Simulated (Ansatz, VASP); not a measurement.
# One calculation of KI, 3 ways

```
CELL_PARAMETERS angstrom
0.00000 3.53277 3.53277
3.53277 0.00000 3.53277
3.53277 3.53277 0.00000
ATOMIC_POSITIONS crystal
I 0.50000 0.50000 0.50000
K 0.00000 0.00000 0.00000
```

Alike in all runs: task single point; functional PBEsol; k mesh 7 × 7 × 7; occupations gaussian, width 0.02 eV; no spin polarisation; no spin-orbit coupling. Pressure is positive in compression and, in plane waves, holds the error of the finite cutoff, which Ansatz's Pulay term estimates and takes out.

```
                        program and potentials  plane-wave cutoff (eV)                                                                                          notes  pressure (GPa)
                            Ansatz, Ansatz PAW                     420  potentials made for PBE, which Ansatz adapts in part; 13 valence electrons an atom on average           -0.29
           VASP, PBE PAW files I, K_sv, 520 eV                     520                                potentials made for PBE; 8 valence electrons an atom on average           -0.26
Ansatz, all-electron LAPW, scalar-relativistic                       -                                                                                              -           -0.28
```

The pressure spans -0.29 (Ansatz, Ansatz PAW) to -0.26 GPa (VASP, PBE PAW files I, K_sv, 520 eV), with all-electron results at -0.28.

The functional is the same throughout but for its coding, so the spread measures potentials, basis and numerics; runs on potential files found faulty are left out.
